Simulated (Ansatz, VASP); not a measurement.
## BN in VASP and in Ansatz

```
B N
1.0
     2.51515    0.00000    0.00000
    -1.25758    2.17819    0.00000
     0.00000    0.00000    4.16063
B N
2 2
Direct
  0.33333 0.66667 0.99987
  0.66667 0.33333 0.49987
  0.33333 0.66667 0.37413
  0.66667 0.33333 0.87413
```

Change from the starting cell: strained cell.

Alike in both runs: functional PBEsol; k mesh 9 × 9 × 6; occupations gaussian, width 0.02 eV; no spin polarisation.

Ansatz relaxed the structure, and its values are those at the end. VASP's run is a single point on that final structure, the one shown.

|  | VASP | Ansatz |
| --- | --- | --- |
| version | VASP 6.6.1 | Ansatz 0.2.0 |
| potentials or method | VASP PAW PBE potentials, release 64 (B, N) | scalar-relativistic, plane waves, PAW |
| plane-wave cutoff (eV) | 520 | 600 |
| valence electrons in the cell | 16 | 16 |

Ansatz gave:

| Item | Value |
| --- | --- |
| gap on the k mesh at the Fermi level (eV) | 4.89 |
| least direct gap on the mesh (eV) | 8.35 |
| pressure (GPa) | 12.3 |

Question: What did VASP give for the same quantities?

Answer: gap on the k mesh at the Fermi level (eV): 4.88; least direct gap on the mesh (eV): 8.35; pressure (GPa): 13.2.

With one functional, cell and mesh, what is left measures potentials, basis and numerics. Ansatz warned: «pseudo_functional_mismatch».

Caveats: the PAW data sets were made with another functional, which shifts forces and pressure a little (VASP); an odd mesh through Γ misses points on the zone boundary, where band edges often lie.
